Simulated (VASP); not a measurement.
# How U changes zigzag Co chain, bond 2.3 A, part 2 of 3

Wanted: how far the results for zigzag Co chain, bond 2.3 A hang on the Hubbard correction.

VASP 6.6.1, plane waves and PAW; the level of theory is named at each step.

Still holding for the runs below: The magnetic state follows from one typed start and may not be the lowest.

So far, largest spin moment in the PAW sphere (μB): step 2 (series over U, start order fm, U 0, LDA) 2.05; step 3 (series over U, start order AFM, U 0, LDA) 1.56; step 4 (series over U, start order fm, U 3, LDA, DFT+U) 2.15.

### 5. Series over U, start order AFM, U 3

This step: LDA, DFT+U (Co d 3 eV), spin-polarised from an antiferromagnetic start; plane waves and PAW (Co) (VASP 6.6.1).

Input file INCAR:

```
SYSTEM = Co
PREC = Normal
ENCUT = 350
EDIFF = 1E-06
NELM = 150
ISMEAR = 0
SIGMA = 0.1
LREAL = .FALSE.
ALGO = Normal
GGA = CA
NBANDS = 18
ISPIN = 2
MAGMOM = 2 -2
LDAU = .TRUE.
LDAUTYPE = 2
LDAUL = 2
LDAUU = 3
LDAUJ = 0
LDAUPRINT = 1
LASPH = .TRUE.
LMAXMIX = 4
LORBIT = 11
LWAVE = .FALSE.
LCHARG = .FALSE.
NCORE = 2
AMIX = 0.2
BMIX = 1E-04
AMIX_MAG = 0.8
BMIX_MAG = 1E-04
NEDOS = 1200
```

Input file POSCAR:

```
Co
1.0
   12.0000000000      0.0000000000      0.0000000000
    0.0000000000     12.0000000000      0.0000000000
    0.0000000000      0.0000000000      2.7600000000
Co
2
Direct
    0.4233333333      0.5000000000      0.0000000000
    0.5766666667      0.5000000000      0.5000000000
```

Input file KPOINTS:

```
Automatic mesh
0
Gamma
1 1 15
0 0 0
```

Potentials, in the order of the species: Co (LDA family, release 64).

Command:

```console
> mpirun -np 2 vasp_std
```

Log:

```text
[... set-up lines as in an earlier step ...]
 entering main loop
       N       E                     dE             d eps       ncg     rms          rms(c)
DAV:   1     0.845046603301E+02    0.84505E+02   -0.42497E+03   576   0.495E+02
DAV:   2    -0.134255924899E+00   -0.84639E+02   -0.79086E+02   642   0.165E+02
DAV:   3    -0.484259123809E+01   -0.47083E+01   -0.44755E+01   662   0.485E+01
DAV:   4    -0.491315995363E+01   -0.70569E-01   -0.70248E-01   650   0.726E+00
[...]
DAV:  31    -0.538070910465E+01    0.53297E-05   -0.18116E-05   452   0.220E-02    0.479E-03
DAV:  32    -0.538071265040E+01   -0.35457E-05   -0.10793E-06   486   0.895E-03    0.420E-03
DAV:  33    -0.538071312187E+01   -0.47147E-06   -0.44983E-07   462   0.720E-03
   1 F= -.53807131E+01 E0= -.53702009E+01  d E =-.210244E-01  mag=    -0.0000
```

It took 15 s on 2 MPI ranks of AMD EPYC 9R45, shared host; peak memory 0.3 GiB.

Parts of OUTCAR (step 5):

```text
  Total        0.0441495     -0.1583694     -4.1595034      0.0000000      0.0000000      0.0000000
  in kB        0.1779775     -0.6384256    -16.7679702      0.0000000      0.0000000      0.0000000
  external PRESSURE =      -5.7428061 kB  Pullay stress =       0.0000000 kB

 POSITION                                       TOTAL-FORCE (eV/Angst)
 -----------------------------------------------------------------------------------
      5.08000      6.00000      0.00000        -0.098366      0.000000      0.000000
      6.92000      6.00000      1.38000         0.098366      0.000000      0.000000
 -----------------------------------------------------------------------------------
    total drift:                                0.000000      0.000000      0.000000

  FREE ENERGIE OF THE ION-ELECTRON SYSTEM (eV)
  ---------------------------------------------------
  free  energy   TOTEN  =        -5.3807131219 eV

  energy  without entropy=       -5.3596887021  energy(sigma->0) =       -5.37020091

 magnetization (x)
# of ion       s       p       d       tot
------------------------------------------
    1        0.045   0.023   1.940   2.009
    2       -0.045  -0.023  -1.940  -2.009
--------------------------------------------------
tot          0.000   0.000   0.000   0.000

[... 2 parts as in an earlier step ...]

[... 1 further part left out ...]
[key lines of the parts left out:]
E-fermi :  -3.1638
```

The gap is read on the k-mesh alone, so it is an upper bound where the band edges lie off the mesh. The gap is under twice the smearing width, so the edge states are partly filled and the run can't tell a small gap from a semimetal.

Spin moment in the PAW sphere by atom:

```tsv
atom	spin moment in the PAW sphere (μB)
Co1	2.01
Co2	-2.01
```

Energy at zero smearing: -5.37020 eV.

### 6. Series over U, start order fm, U 4

This step: LDA, DFT+U (Co d 4 eV), spin-polarised from a ferromagnetic start; plane waves and PAW (Co) (VASP 6.6.1).

INCAR, as its differences from that of step 5:

```diff
@@ -12,3 +12,3 @@
 ISPIN = 2
-MAGMOM = 2 -2
+MAGMOM = 2 2
 LDAU = .TRUE.
@@ -16,3 +16,3 @@
 LDAUL = 2
-LDAUU = 3
+LDAUU = 4
 LDAUJ = 0
```

POSCAR is that of step 5.

KPOINTS is that of step 5.

Command:

```console
> mpirun -np 2 vasp_std
```

Log:

```text
[... set-up lines as in an earlier step ...]
 entering main loop
       N       E                     dE             d eps       ncg     rms          rms(c)
DAV:   1     0.866326782629E+02    0.86633E+02   -0.41828E+03   576   0.480E+02
DAV:   2     0.113876547128E+01   -0.85494E+02   -0.79988E+02   616   0.164E+02
DAV:   3    -0.418137054565E+01   -0.53201E+01   -0.50643E+01   676   0.520E+01
DAV:   4    -0.426906801464E+01   -0.87697E-01   -0.86035E-01   682   0.792E+00
[...]
DAV:   8    -0.383886832958E+01   -0.64722E-02   -0.25947E-01   698   0.505E+00    0.240E+00
DAV:   9    -0.385448305283E+01   -0.15615E-01   -0.35556E-01   810   0.582E+00    0.152E+00
DAV:  10    -0.390186066956E+01   -0.47378E-01   -0.23856E-01   704   0.339E+00    0.146E+00
[... 130 further cycles ...]
DAV: 141    -0.396018962300E+01    0.18836E-01   -0.68651E-02   658   0.244E+00    0.299E-01
DAV: 142    -0.396092055383E+01   -0.73093E-03   -0.30784E-03   672   0.606E-01    0.286E-01
DAV: 143    -0.396041493893E+01    0.50561E-03   -0.36085E-04   714   0.155E-01    0.286E-01
DAV: 144    -0.396446118891E+01   -0.40462E-02   -0.71633E-04   710   0.331E-01    0.277E-01
[...]
DAV: 148    -0.396127188370E+01   -0.17930E-02   -0.50466E-03   806   0.600E-01    0.508E-01
DAV: 149    -0.396548465017E+01   -0.42128E-02   -0.18940E-03   664   0.363E-01    0.533E-01
DAV: 150    -0.396755620603E+01   -0.20716E-02   -0.39310E-04   696   0.175E-01
 -----------------------------------------------------------------------------
|                                                                             |
|           W    W    AA    RRRRR   N    N  II  N    N   GGGG   !!!           |
|           W    W   A  A   R    R  NN   N  II  NN   N  G    G  !!!           |
|           W    W  A    A  R    R  N N  N  II  N N  N  G       !!!           |
|           W WW W  AAAAAA  RRRRR   N  N N  II  N  N N  G  GGG   !            |
|           WW  WW  A    A  R   R   N   NN  II  N   NN  G    G                |
|           W    W  A    A  R    R  N    N  II  N    N   GGGG   !!!           |
|                                                                             |
|     The electronic self-consistency was not achieved in the given           |
|     number of steps (NELM). The forces and other quantities evaluated       |
|     might not be reliable so examine the results carefully. If you find     |
|     spurious results, we suggest increasing NELM, if you were close to      |
|     convergence or switching to a different ALGO or adjusting the           |
|     density mixing parameters otherwise.                                    |
|                                                                             |
 -----------------------------------------------------------------------------

   1 F= -.39675562E+01 E0= -.39599309E+01  d E =-.152506E-01  mag=     4.3957
```

Run time: 70 s. Hardware: 2 MPI ranks; peak memory 0.32 GiB.

Parts of OUTCAR (step 6):

```text
atom =   1  type =  1  l = 2

 onsite density matrix

spin component  1

  0.9535  0.0000  0.0000  0.0000  0.0000
  0.0000  0.9383  0.0000  0.0000  0.0000
  0.0000  0.0000  0.9272  0.0000  0.0007
  0.0000  0.0000  0.0000  0.9352  0.0000
  0.0000  0.0000  0.0007  0.0000  0.9567

spin component  2

  0.1650  0.0000  0.0000  0.0000  0.0000
  0.0000  0.8545  0.0000  0.0000  0.0000
  0.0000  0.0000  0.7559  0.0000  0.0080
  0.0000  0.0000  0.0000  0.7584  0.0000
  0.0000  0.0000  0.0080  0.0000  0.0615

 occupancies and eigenvectors

  o =  0.0614  v =  0.0000  0.0000  0.0000  0.0000  0.0000  0.0000  0.0000 -0.0116  0.0000  0.9999      0.0000  0.0000  0.0000  0.0000  0.0000  0.0000  0.0000  0.0000  0.0000  0.0000
  o =  0.1650  v =  0.0000  0.0000  0.0000  0.0000  0.0000  1.0000  0.0000  0.0000  0.0000  0.0000      0.0000  0.0000  0.0000  0.0000  0.0000  0.0000  0.0000  0.0000  0.0000  0.0000
  o =  0.7560  v =  0.0000  0.0000  0.0000  0.0000  0.0000  0.0000  0.0000  0.9999  0.0000  0.0116      0.0000  0.0000  0.0000  0.0000  0.0000  0.0000  0.0000  0.0000  0.0000  0.0000
  o =  0.7584  v =  0.0000  0.0000  0.0000  0.0000  0.0000  0.0000  0.0000  0.0000 -1.0000  0.0000      0.0000  0.0000  0.0000  0.0000  0.0000  0.0000  0.0000  0.0000  0.0000  0.0000
  o =  0.8545  v =  0.0000  0.0000  0.0000  0.0000  0.0000  0.0000  1.0000  0.0000  0.0000  0.0000      0.0000  0.0000  0.0000  0.0000  0.0000  0.0000  0.0000  0.0000  0.0000  0.0000
  o =  0.9272  v =  0.0000  0.0000  0.9998  0.0000 -0.0223  0.0000  0.0000  0.0000  0.0000  0.0000      0.0000  0.0000  0.0000  0.0000  0.0000  0.0000  0.0000  0.0000  0.0000  0.0000
  o =  0.9352  v =  0.0000  0.0000 -0.0000  1.0000 -0.0000  0.0000  0.0000  0.0000  0.0000  0.0000      0.0000  0.0000  0.0000  0.0000  0.0000  0.0000  0.0000  0.0000  0.0000  0.0000
  o =  0.9383  v =  0.0000  1.0000  0.0000  0.0000  0.0000  0.0000  0.0000  0.0000  0.0000  0.0000      0.0000  0.0000  0.0000  0.0000  0.0000  0.0000  0.0000  0.0000  0.0000  0.0000
  o =  0.9535  v =  1.0000  0.0000  0.0000  0.0000  0.0000  0.0000  0.0000  0.0000  0.0000  0.0000      0.0000  0.0000  0.0000  0.0000  0.0000  0.0000  0.0000  0.0000  0.0000  0.0000
  o =  0.9567  v =  0.0000  0.0000  0.0223  0.0000  0.9998  0.0000  0.0000  0.0000  0.0000  0.0000      0.0000  0.0000  0.0000  0.0000  0.0000  0.0000  0.0000  0.0000  0.0000  0.0000

atom =   2  type =  1  l = 2

 onsite density matrix

spin component  1

spin component  2

 occupancies and eigenvectors

  o =  0.0614  v =  0.0000  0.0000  0.0000  0.0000  0.0000  0.0000  0.0000 -0.0116 -0.0000  0.9999      0.0000  0.0000  0.0000  0.0000  0.0000  0.0000  0.0000  0.0000  0.0000  0.0000
  o =  0.1650  v =  0.0000  0.0000  0.0000  0.0000  0.0000  1.0000  0.0000  0.0000  0.0000  0.0000      0.0000  0.0000  0.0000  0.0000  0.0000  0.0000  0.0000  0.0000  0.0000  0.0000
[...]
o =  0.8545  v =  0.0000  0.0000  0.0000  0.0000  0.0000  0.0000  1.0000  0.0000  0.0000  0.0000      0.0000  0.0000  0.0000  0.0000  0.0000  0.0000  0.0000  0.0000  0.0000  0.0000
  o =  0.9272  v =  0.0000  0.0000  0.9998 -0.0000 -0.0223  0.0000  0.0000  0.0000  0.0000  0.0000      0.0000  0.0000  0.0000  0.0000  0.0000  0.0000  0.0000  0.0000  0.0000  0.0000
  o =  0.9352  v =  0.0000  0.0000  0.0000  1.0000  0.0000  0.0000  0.0000  0.0000  0.0000  0.0000      0.0000  0.0000  0.0000  0.0000  0.0000  0.0000  0.0000  0.0000  0.0000  0.0000
  o =  0.9383  v =  0.0000  1.0000  0.0000  0.0000  0.0000  0.0000  0.0000  0.0000  0.0000  0.0000      0.0000  0.0000  0.0000  0.0000  0.0000  0.0000  0.0000  0.0000  0.0000  0.0000
  o =  0.9535  v =  1.0000  0.0000  0.0000  0.0000  0.0000  0.0000  0.0000  0.0000  0.0000  0.0000      0.0000  0.0000  0.0000  0.0000  0.0000  0.0000  0.0000  0.0000  0.0000  0.0000
  o =  0.9567  v =  0.0000  0.0000  0.0223 -0.0000  0.9998  0.0000  0.0000  0.0000  0.0000  0.0000      0.0000  0.0000  0.0000  0.0000  0.0000  0.0000  0.0000  0.0000  0.0000  0.0000

 spin component 1
 k-point     1 :       0.0000    0.0000    0.0000
  band No.  band energies     occupation
    ...
      8      -6.0664      1.00000
      9      -5.7834      1.00000
     10      -5.5905      1.00000
     11      -5.2034      1.00000
     12      -3.9311      1.00000
     13      -2.3754      0.00000
     14      -1.1728      0.00000
     15       0.3526      0.00000
     16       0.6542      0.00000
     17       1.3576      0.00000
    ...

 k-point     2 :       0.0000    0.0000    0.0667
  band No.  band energies     occupation
    ...
      8      -6.0867      1.00000
      9      -5.7852      1.00000
     10      -5.6470      1.00000
     11      -5.2533      1.00000
     12      -3.8383      1.00000
     13      -2.2489      0.00000
     14      -1.0476      0.00000
     15       0.4420      0.00000
     16       0.7427      0.00000
     17       1.4502      0.00000
    ...

  Total       -3.8081186     -2.3431208     -6.2749320      0.0000000      0.0000000      0.0000000
  in kB      -15.3514526     -9.4456899    -25.2957774      0.0000000      0.0000000      0.0000000
  external PRESSURE =     -16.6976400 kB  Pullay stress =       0.0000000 kB

 POSITION                                       TOTAL-FORCE (eV/Angst)
 -----------------------------------------------------------------------------------
      5.08000      6.00000      0.00000         1.095596      0.000000      0.000000
      6.92000      6.00000      1.38000        -1.095596      0.000000      0.000000
 -----------------------------------------------------------------------------------
    total drift:                                0.000000      0.000000      0.000000

  FREE ENERGIE OF THE ION-ELECTRON SYSTEM (eV)
  ---------------------------------------------------
  free  energy   TOTEN  =        -3.9675562060 eV

  energy  without entropy=       -3.9523056442  energy(sigma->0) =       -3.95993093

 magnetization (x)
# of ion       s       p       d       tot
------------------------------------------
    1        0.026  -0.011   2.127   2.142
    2        0.026  -0.011   2.127   2.142
--------------------------------------------------
tot          0.052  -0.022   4.254   4.284

[... 9 parts as in an earlier step ...]

[... 15 further parts left out ...]
[key lines of the parts left out:]
E-fermi :  -3.2509
```

The electronic loop did not meet EDIFF within NELM cycles, so this run is left out of the comparison.

### 7. Series over U, start order AFM, U 4

This step: LDA, DFT+U (Co d 4 eV), spin-polarised from an antiferromagnetic start; plane waves and PAW (Co) (VASP 6.6.1).

INCAR, as its differences from that of step 6:

```diff
@@ -12,3 +12,3 @@
 ISPIN = 2
-MAGMOM = 2 2
+MAGMOM = 2 -2
 LDAU = .TRUE.
```

POSCAR is that of step 6.

KPOINTS is that of step 6.

Command:

```console
> mpirun -np 2 vasp_std
```

Log:

```text
[... set-up lines as in an earlier step ...]
 entering main loop
       N       E                     dE             d eps       ncg     rms          rms(c)
DAV:   1     0.865818923392E+02    0.86582E+02   -0.42792E+03   576   0.495E+02
DAV:   2     0.170846982629E+01   -0.84873E+02   -0.79637E+02   642   0.164E+02
DAV:   3    -0.318100176278E+01   -0.48895E+01   -0.46753E+01   662   0.505E+01
DAV:   4    -0.324922007000E+01   -0.68218E-01   -0.67856E-01   658   0.722E+00
[...]
DAV:  36    -0.373438787160E+01   -0.10975E-04   -0.20691E-05   616   0.337E-02    0.723E-03
DAV:  37    -0.373439105533E+01   -0.31837E-05   -0.32251E-06   500   0.169E-02    0.343E-03
DAV:  38    -0.373439094842E+01    0.10691E-06   -0.51110E-07   492   0.572E-03
   1 F= -.37343909E+01 E0= -.37141328E+01  d E =-.405163E-01  mag=     0.0000
```

The job ended after 20 s (2 MPI ranks; peak memory 0.31 GiB; 38 s of CPU time).

OUTCAR, selected parts (step 7):

```text
  Total       -0.5620976     -0.2174223     -4.7328706      0.0000000      0.0000000      0.0000000
  in kB       -2.2659520     -0.8764821    -19.0793529      0.0000000      0.0000000      0.0000000
  external PRESSURE =      -7.4072623 kB  Pullay stress =       0.0000000 kB

 POSITION                                       TOTAL-FORCE (eV/Angst)
 -----------------------------------------------------------------------------------
      5.08000      6.00000      0.00000         0.198100      0.000000      0.000000
      6.92000      6.00000      1.38000        -0.198100      0.000000      0.000000
 -----------------------------------------------------------------------------------
    total drift:                                0.000000      0.000000      0.000000

  FREE ENERGIE OF THE ION-ELECTRON SYSTEM (eV)
  ---------------------------------------------------
  free  energy   TOTEN  =        -3.7343909484 eV

  energy  without entropy=       -3.6938746700  energy(sigma->0) =       -3.71413281

 magnetization (x)
# of ion       s       p       d       tot
------------------------------------------
    1        0.035   0.031   1.971   2.037
    2       -0.035  -0.031  -1.971  -2.037
--------------------------------------------------
tot          0.000   0.000   0.000   0.000

[... 2 parts as in an earlier step ...]

[... 1 further part left out ...]
[key lines of the parts left out:]
E-fermi :  -3.2309
```

Energy at zero smearing: -3.71413 eV.

### 8. Series over U, start order fm, U 4 (run 2)

This step: LDA, DFT+U (Co d 4 eV), spin-polarised from a ferromagnetic start; plane waves and PAW (Co) (VASP 6.6.1).

INCAR, as its differences from that of step 7:

```diff
@@ -12,8 +12,8 @@
 ISPIN = 2
-MAGMOM = 2 -2
+MAGMOM = 2 2
 LDAU = .TRUE.
-LDAUTYPE = 2
+LDAUTYPE = 1
 LDAUL = 2
 LDAUU = 4
-LDAUJ = 0
+LDAUJ = 0.5
 LDAUPRINT = 1
```

POSCAR is that of step 7.

KPOINTS is that of step 7.

Command:

```console
> mpirun -np 2 vasp_std
```

Log:

```text
[... set-up lines as in an earlier step ...]
 entering main loop
       N       E                     dE             d eps       ncg     rms          rms(c)
DAV:   1     0.856027768913E+02    0.85603E+02   -0.41669E+03   576   0.480E+02
DAV:   2     0.171282750723E+00   -0.85431E+02   -0.79802E+02   622   0.164E+02
DAV:   3    -0.498384765015E+01   -0.51551E+01   -0.48979E+01   678   0.509E+01
DAV:   4    -0.507104527981E+01   -0.87198E-01   -0.85453E-01   698   0.780E+00
[...]
DAV:  59    -0.436188467366E+01    0.18315E-05   -0.74352E-06   584   0.583E-02    0.287E-03
DAV:  60    -0.436188639969E+01   -0.17260E-05   -0.26034E-06   564   0.230E-02    0.189E-03
DAV:  61    -0.436188668996E+01   -0.29028E-06   -0.10177E-06   442   0.176E-02
   1 F= -.43618867E+01 E0= -.43463742E+01  d E =-.310250E-01  mag=     4.4038
```

It took 30 s on 2 MPI ranks; peak memory 0.31 GiB.

Parts of OUTCAR (step 8):

```text
  Total       -3.5618185     -0.1457984     -6.8813682      0.0000000      0.0000000      0.0000000
  in kB      -14.3585569     -0.5877488    -27.7404694      0.0000000      0.0000000      0.0000000
  external PRESSURE =     -14.2289250 kB  Pullay stress =       0.0000000 kB

 POSITION                                       TOTAL-FORCE (eV/Angst)
 -----------------------------------------------------------------------------------
      5.08000      6.00000      0.00000         1.864333      0.000000      0.000000
      6.92000      6.00000      1.38000        -1.864333      0.000000      0.000000
 -----------------------------------------------------------------------------------
    total drift:                                0.000000      0.000000      0.000000

  FREE ENERGIE OF THE ION-ELECTRON SYSTEM (eV)
  ---------------------------------------------------
  free  energy   TOTEN  =        -4.3618866900 eV

  energy  without entropy=       -4.3308617180  energy(sigma->0) =       -4.34637420

 magnetization (x)
# of ion       s       p       d       tot
------------------------------------------
    1        0.027  -0.006   2.127   2.148
    2        0.027  -0.006   2.127   2.148
--------------------------------------------------
tot          0.055  -0.012   4.254   4.297

[... 2 parts as in an earlier step ...]

[... 1 further part left out ...]
[key lines of the parts left out:]
E-fermi :  -3.3308
```

Spin moment in the PAW sphere by atom:

```tsv
atom	spin moment in the PAW sphere (μB)
Co1	2.15
Co2	2.15
```

Energy at zero smearing: -4.34637 eV.

### 9. Series over U, start order AFM, U 4 (run 2)

This step: LDA, DFT+U (Co d 4 eV), spin-polarised from an antiferromagnetic start; plane waves and PAW (Co) (VASP 6.6.1).

INCAR, as its differences from that of step 8:

```diff
@@ -12,3 +12,3 @@
 ISPIN = 2
-MAGMOM = 2 2
+MAGMOM = 2 -2
 LDAU = .TRUE.
```

POSCAR is that of step 8.

KPOINTS is that of step 8.

Command:

```console
> mpirun -np 2 vasp_std
```

Log:

```text
[... set-up lines as in an earlier step ...]
 entering main loop
       N       E                     dE             d eps       ncg     rms          rms(c)
DAV:   1     0.855548631102E+02    0.85555E+02   -0.42643E+03   576   0.495E+02
DAV:   2     0.793115489745E+00   -0.84762E+02   -0.79361E+02   642   0.164E+02
DAV:   3    -0.400617706250E+01   -0.47993E+01   -0.45775E+01   662   0.495E+01
DAV:   4    -0.407535580619E+01   -0.69179E-01   -0.68840E-01   658   0.724E+00
[...]
DAV:  28    -0.562301796419E+01   -0.40418E-05   -0.48132E-06   616   0.290E-02    0.382E-03
DAV:  29    -0.562301944669E+01   -0.14825E-05   -0.23544E-06   582   0.217E-02    0.207E-03
DAV:  30    -0.562301955647E+01   -0.10977E-06   -0.80465E-07   484   0.128E-02
   1 F= -.56230196E+01 E0= -.56164444E+01  d E =-.131504E-01  mag=    -0.0000
```

Wall time 14 s (2 MPI ranks); peak memory 0.3 GiB; 28 s of CPU time.

Parts of OUTCAR (step 9):

```text
  Total        0.4934262     -0.2328853     -2.2648980      0.0000000      0.0000000      0.0000000
  in kB        1.9891210     -0.9388173     -9.1303548      0.0000000      0.0000000      0.0000000
  external PRESSURE =      -2.6933504 kB  Pullay stress =       0.0000000 kB

 POSITION                                       TOTAL-FORCE (eV/Angst)
 -----------------------------------------------------------------------------------
      5.08000      6.00000      0.00000        -0.386993      0.000000      0.000000
      6.92000      6.00000      1.38000         0.386993      0.000000      0.000000
 -----------------------------------------------------------------------------------
    total drift:                                0.000000      0.000000      0.000000

  FREE ENERGIE OF THE ION-ELECTRON SYSTEM (eV)
  ---------------------------------------------------
  free  energy   TOTEN  =        -5.6230195565 eV

  energy  without entropy=       -5.6098691505  energy(sigma->0) =       -5.61644435

 magnetization (x)
# of ion       s       p       d       tot
------------------------------------------
    1        0.032   0.009   1.859   1.900
    2       -0.032  -0.009  -1.859  -1.900
--------------------------------------------------
tot          0.000   0.000   0.000   0.000

[... 2 parts as in an earlier step ...]

[... 1 further part left out ...]
[key lines of the parts left out:]
E-fermi :  -3.5805
```

Energy at zero smearing: -5.61644 eV.

[end of part 2 of 3]

[Lines on the potential files, build, host, timing and source positions are cut from VASP's logs without a mark.]

[Logs are printed without paths, hosts, clocks, repeated set-up lines and the standing remarks that a program may print on its own settings, such as how far it seeks lower states.]

[Hosts, paths, dates, database ids (printed as entryN), source tags and the programs' standing remarks are cut or masked in the printed files.]

[In band tables of VASP the shares of atoms and orbitals are scaled to a sum of 1 inside the atoms' spheres.]

[Runs that stopped without an error message from VASP are left out.]
